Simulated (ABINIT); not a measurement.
A run of ABINIT 10.8.3 (patched build) is set up as follows.

run.abi

```
pp_dirpath "./"
pseudos "W.GGA_PBE-JTH.xml, S.GGA_PBE-JTH.xml"

acell 6.0159740246 6.0159740245 32.0319498662
rprim
     1.0000000000     0.0000000000     0.0000000000
    -0.5000000000     0.8660254038     0.0000000000
     0.0000000000     0.0000000000     1.0000000000
ntypat 2
znucl 74 16
natom 3
typat 1 2 2
xred
     0.0000000000     0.0000000000     0.0000000000
     0.3333333333     0.6666666667     0.0920005100
     0.3333333333     0.6666666667     0.9079994900

ecut 20.0
pawecutdg 40.0

kptopt 1
ngkpt 8 8 2
nshiftk 1
shiftk 0.0 0.0 0.0

ixc -116133

nband 17
occopt 3
tsmear 0.00183747

nstep 100
tolvrs 1.0e-9

iomode 3
prtwf 0
prtden 0
prteig 0
prtebands 0
prtvol 2
```

Potentials or basis: JTH PAW PBE v2.0.

The run is started by

```console
$ abinit run.abi > log 2>&1
```

Question: Predict the largest force.

Answer: 0.089 eV/Å.

Question: Estimate the band gap on the k mesh.

Answer: 2.06 eV, indirect (least direct gap 2.25 eV).

Forces on the atoms (eV/Å):
```
W    0.000  0.000  0.000
S    0.000  0.000 -0.089
S    0.000  0.000  0.089
```

Caveat: the PAW data sets were made with another functional, which shifts forces and pressure a little; spin-orbit coupling is left out, which moves the levels of the heavy elements.
